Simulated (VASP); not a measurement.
# PbO in VASP: a series of runs

The runs below take PbO through single point, with PBE+D3(BJ).

Program: VASP 6.6.1. These are calculated values, not measurements. Logs are shortened: lines on timing, memory, paths and dates and some standing lists are left out, and cuts for length are marked.

## Step 1: The structure

The cell holds a slab with vacuum, 4 atoms: a = 4.012 Å, b = 4.012 Å, c = 30.749 Å, α = 90.00°, β = 90.00°, γ = 90.00°.

## Step 2: Single point, PBE+D3(BJ)

Input file INCAR:

```
PREC = Accurate
ENCUT = 520
EDIFF = 1E-7
ISMEAR = 0
SIGMA = 0.02
LREAL = F
LASPH = T
NELM = 80
ALGO = Fast
ISIF = 2
LWAVE = F
LCHARG = F
LDIPOL = T
IDIPOL = 3
DIPOL = 0.5 0.5 0.500
GGA = PE
IVDW = 12
NBANDS = 28
```

Input file KPOINTS:

```
regular mesh
0
Gamma
  6 6 1
```

Input file POSCAR:

```
PbO
1.0
    4.0122609442      0.0000000000      0.0000000000
    0.0000000000      4.0122609442      0.0000000000
    0.0000000000      0.0000000000     30.7493267952
Pb O
2 2
Direct
    0.5000000000      0.0000000000      0.4607547178
    0.0000000000      0.5000000000      0.5392452822
    0.0000000000      0.0000000000      0.5000000000
    0.5000000000      0.5000000000      0.5000000000
```

Potentials or basis: VASP PAW PBE potentials, release 64 (Pb_d, O).

Started as:

```sh
$ cat potpaw_PBE.64/Pb_d/POTCAR potpaw_PBE.64/O/POTCAR > POTCAR
$ mpirun -np 1 vasp_std > vasp.out
```

OUTCAR:

```text
PREC = Accurate
   ENCUT = 520
   EDIFF = 1E-7
   ISMEAR = 0
   LREAL = F
   LASPH = T
   NELM = 80
   ISIF = 2
   GGA = PE
   IVDW = 12
 IVDW          = 12

 ion  position               nearest neighbor table
   1  0.500  0.000  0.461-   3 2.34   4 2.34   4 2.34   3 2.34   2 3.72   2 3.72   2 3.72   2 3.72

   2  0.000  0.500  0.539-   3 2.34   4 2.34   3 2.34   4 2.34   1 3.72   1 3.72   1 3.72   1 3.72

   3  0.000  0.000  0.500-   1 2.34   2 2.34   2 2.34   1 2.34
   4  0.500  0.500  0.500-   1 2.34   2 2.34   1 2.34   2 2.34

  LATTYP: Found a simple tetragonal cell.
 ALAT       =     4.0122609442
 C/A-ratio  =     7.6638402195

  Lattice vectors:

 A1 = (   4.0122609442,   0.0000000000,   0.0000000000)
 A2 = (   0.0000000000,   4.0122609442,   0.0000000000)
 A3 = (   0.0000000000,   0.0000000000,  30.7493267952)

Analysis of symmetry for initial positions (statically):
=====================================================================
 Subroutine PRICEL returns:
 Original cell was already a primitive cell.

 Routine SETGRP: Setting up the symmetry group for a
 simple tetragonal supercell.

 Subroutine GETGRP returns: Found 16 space group operations
 (whereof  8 operations were pure point group operations)
 out of a pool of 16 trial point group operations.

The static configuration has the point symmetry D_2d.
 The point group associated with its full space group is D_4h.

Analysis of symmetry for dynamics (positions and initial velocities):
=====================================================================
 Subroutine PRICEL returns:
 Original cell was already a primitive cell.

 Routine SETGRP: Setting up the symmetry group for a
 simple tetragonal supercell.

 Subroutine GETGRP returns: Found 16 space group operations
 (whereof  8 operations were pure point group operations)
 out of a pool of 16 trial point group operations.

The dynamic configuration has the point symmetry D_2d.
 The point group associated with its full space group is D_4h.

 Subroutine INISYM returns: Found 16 space group operations
 (whereof  8 operations are pure point group operations),
 and found     1 'primitive' translations

----------------------------------------------------------------------------------------

                                     Primitive cell

  volume of cell :     495.0100

  direct lattice vectors                    reciprocal lattice vectors
[... 85 lines left out ...]
   TEBEG  =    0.0;   TEEND  =   0.0 temperature during run
   PSTRESS=    0.0 pullay stress
   NELECT =      40.0000    total number of electrons
   NUPDOWN=      -1.0000    fix difference up-down
   EMIN   =  10.00;   EMAX   =-10.00  energy-range for DOS
   EFERMI =   0.00;   METHOD = LEGACY
   ISMEAR =     0;   SIGMA  =   0.02  broadening in eV -4-tet -1-fermi 0-gaus
   EFERMI_NEDOS =   21; number of points for ismear=-14 and -15
   IALGO  =     68    algorithm
   IMIX   =      4    mixing-type and parameters
     AMIX     =   0.40;   BMIX     =  1.00
     AMIX_MAG =   1.60;   BMIX_MAG =  1.00
  volume/ion in A,a.u.               =     123.75       835.12
  Fermi-wavevector in a.u.,A,eV,Ry     =   0.707767  1.337485  6.815618  0.500934
  Thomas-Fermi vector in A             =   1.793903
   LORBIT       =      0    0 simple, 1 ext, 2 COOP (PROOUT), +10 PAW based schemes
   GGA     = PE    functional components
   LHFCALC =     F    Hartree Fock is set to
   AEXX    =    0.0000 exact exchange contribution
   IVDW    =    12    specifies the selected vdW correction
   LEPSILON=     F    determine dielectric tensor
   LRPA    =     F    only Hartree local field effects (RPA)
 non-spin polarized calculation
 RMM-DIIS sequential band-by-band and
 Gauss-broadening in eV      SIGMA  =   0.02
  energy-cutoff  :      520.00
  volume of cell :      495.01
 maximum number of plane-waves:     13451
 NGX is ok and might be reduce to    30
   NGX = 15   NGY = 15   NGZ =115

 dipolmoment           0.000000      0.000000      0.000000 electrons x Angstroem

 number of electron      40.0000007 magnetization

 dipolmoment           0.000000      0.000000     -0.000000 electrons x Angstroem

 Free energy of the ion-electron system (eV)
  ---------------------------------------------------
  ext. energy  EPLUGINS =         0.00000000
  ---------------------------------------------------
  free energy    TOTEN  =       -21.46185683 eV

  energy without entropy =      -21.46185683  energy(sigma->0) =      -21.46185683

 E-fermi :  -2.9588     XC(G=0):  -2.0156

 val. band max:       -3.0857157672   @ k =   0.0000   0.0000   0.0000
 cond. band min:      -0.5029425566   @ k =   0.0000   0.0000   0.0000
 fundamental gap:      2.5827732105
 Fermi energy:        -2.9587706386

 k-point     1 :       0.0000    0.0000    0.0000
  band No.  band energies     occupation
      1     -20.6710      2.00000
      2     -20.2098      2.00000
      3     -18.5164      2.00000
      4     -18.5164      2.00000
      5     -18.4916      2.00000
      6     -18.4687      2.00000
[... 299 lines left out ...]
     27       3.6093      0.00000
     28       3.6093      0.00000

------------------------ aborting loop because EDIFF is reached ----------------------------------------

 vacuum level on the upper side and lower side of the slab       (xc-potential included)        -0.006        -0.006

 Edisp (eV)   -0.54946

 E8    (eV) :    -0.2613

  FORCE on cell =-STRESS in cart. coord.  units (eV):
  Direction    XX          YY          ZZ          XY          YZ          ZX
  --------------------------------------------------------------------------------------
  -------------------------------------------------------------------------------------
  Total       0.02843     0.02843     0.01883     0.00000     0.00000     0.00000
  in kB       0.09201     0.09201     0.06094     0.00000     0.00000     0.00000
  external pressure =        0.08 kB  Pullay stress =        0.00 kB

 VOLUME and BASIS-vectors are now :
 -----------------------------------------------------------------------------
  energy-cutoff  :      520.00
  volume of cell :      495.01
      direct lattice vectors                 reciprocal lattice vectors
     4.012260944  0.000000000  0.000000000     0.249236033  0.000000000  0.000000000
     0.000000000  4.012260944  0.000000000     0.000000000  0.249236033  0.000000000
     0.000000000  0.000000000 30.749326795     0.000000000  0.000000000  0.032521037

 POSITION                                       TOTAL-FORCE (eV/Angst)
 -----------------------------------------------------------------------------------
      2.00613      0.00000     14.16790        -0.000000      0.000000     -0.039099
      0.00000      2.00613     16.58143         0.000000      0.000000      0.039099
      0.00000      0.00000     15.37466         0.000000     -0.000000     -0.000000
      2.00613      2.00613     15.37466         0.000000     -0.000000     -0.000000
 -----------------------------------------------------------------------------------
    total drift:                                0.000000      0.000000     -0.000000

  FREE ENERGIE OF THE ION-ELECTRON SYSTEM (eV)
  ---------------------------------------------------
  free  energy   TOTEN  =       -22.0113185851 eV

  energy  without entropy=      -22.0113185851  energy(sigma->0) =      -22.01131859

 vacuum level on the upper side and lower side of the slab         1.474         1.474
```

OSZICAR:

```text
N       E                     dE             d eps       ncg     rms          rms(c)
DAV:   1     0.410778032816E+03    0.41078E+03   -0.15808E+04   648   0.107E+03
DAV:   2     0.499113492395E+02   -0.36087E+03   -0.35017E+03   676   0.312E+02
DAV:   3    -0.240695679583E+02   -0.73981E+02   -0.73179E+02   832   0.154E+02
[... 18 lines left out ...]
RMM:  22    -0.214618548450E+02   -0.29712E-05   -0.18270E-07   544   0.208E-03    0.211E-04
RMM:  23    -0.214618561301E+02   -0.12851E-05   -0.69608E-08   524   0.239E-03    0.139E-04
RMM:  24    -0.214618566733E+02   -0.54325E-06   -0.33103E-08   500   0.162E-03    0.102E-04
RMM:  25    -0.214618568171E+02   -0.14376E-06   -0.19973E-08   444   0.104E-03    0.180E-05
RMM:  26    -0.214618568343E+02   -0.17201E-07   -0.13944E-08   406   0.883E-04
   1 F= -.22011319E+02 E0= -.22011319E+02  d E =-.998717E-21
```

Run time: 3.9 min. Hardware: 1 thread of Intel Xeon Platinum 8488C (Sapphire Rapids), shared host; peak memory 0.55 GiB.

Results:

```
Free energy                : -22.0113 eV
Largest force              : 0.039 eV/Å
Band gap on the k mesh     : 2.58 eV, direct
Dispersion energy per atom : -0.137 eV
```

Forces in eV/Å, atoms in the order of the input:
```
Pb   0.000  0.000 -0.039
Pb   0.000  0.000  0.039
O    0.000  0.000  0.000
O    0.000  0.000  0.000
```

Caveat: spin-orbit coupling is left out, which as a rule narrows the gap of such compounds by several tenths of an eV.

## Step 3: Single point, PBE+D3(BJ)

This run uses another cell than the first one, of 125.09 Å³/atom, 1.011 times its volume.

Input file INCAR:

```
SYSTEM = PbO
PREC = Accurate
ENCUT = 520
EDIFF = 1E-6
ISMEAR = 0
SIGMA = 0.02
LREAL = .False.
LASPH = .True.
NELM = 100
ALGO = Fast
ISIF = 2
LWAVE = .False.
LCHARG = .True.
LDIPOL = .True.
IDIPOL = 3
DIPOL = 0.5 0.5 0.500
GGA = PE
IVDW = 12
LELF = .True.
LVHAR = .True.
LVACPOTAV = .True.
NBANDS = 28
```

Input file KPOINTS:

```
regular mesh
0
Gamma
  6 6 1
  0 0 0
```

Input file POSCAR:

```
PbO
1.0
    4.0339495120      0.0000000000      0.0000000000
    0.0000000000      4.0339495120      0.0000000000
    0.0000000000      0.0000000000     30.7493267952
Pb O
2 2
Direct
    0.5000000000      0.0000000000      0.4613867417
    0.0000000000      0.5000000000      0.5386132583
    0.0000000000      0.0000000000      0.5000000000
    0.5000000000      0.5000000000      0.5000000000
```

Potentials or basis: VASP PAW PBE potentials, release 64 (Pb_d, O).

Started as:

```sh
$ cat potpaw_PBE.64/Pb_d/POTCAR potpaw_PBE.64/O/POTCAR > POTCAR
$ mpirun -np 1 vasp_std > vasp.out
```

It took 3.2 min on 1 thread of Intel Xeon Platinum 8488C (Sapphire Rapids), shared host; peak memory 0.52 GiB.

It converged, with:

| Quantity | Value |
| --- | --- |
| Free energy | -22.0075 eV |
| Largest force | 0.207 eV/Å |
| Band gap on the k mesh | 2.48 eV, direct |
| Dispersion energy per atom | -0.136 eV |
| Ionisation potential of the upper face | 4.53 eV |

Forces on the atoms (eV/Å):
```
Pb   0.000  0.000 -0.207
Pb   0.000  0.000  0.207
O    0.000  0.000  0.000
O    0.000  0.000  0.000
```

Levels at points of the mesh, in eV from the valence-band top:
| k point | band 18 | band 19 | band 20 | band 21 | band 22 | band 23 |
| --- | --- | --- | --- | --- | --- | --- |
| (0.00, 0.00, 0.00) | -1.10 | -1.10 | 0.00 | 2.48 | 2.52 | 4.47 |
| (0.50, 0.00, 0.00) | -2.37 | -0.65 | -0.65 | 3.39 | 3.39 | 4.87 |
| (0.50, 0.50, 0.00) | -1.27 | -0.48 | -0.48 | 3.20 | 3.20 | 5.23 |

Caveat: spin-orbit coupling is left out, which as a rule narrows the gap of such compounds by several tenths of an eV.
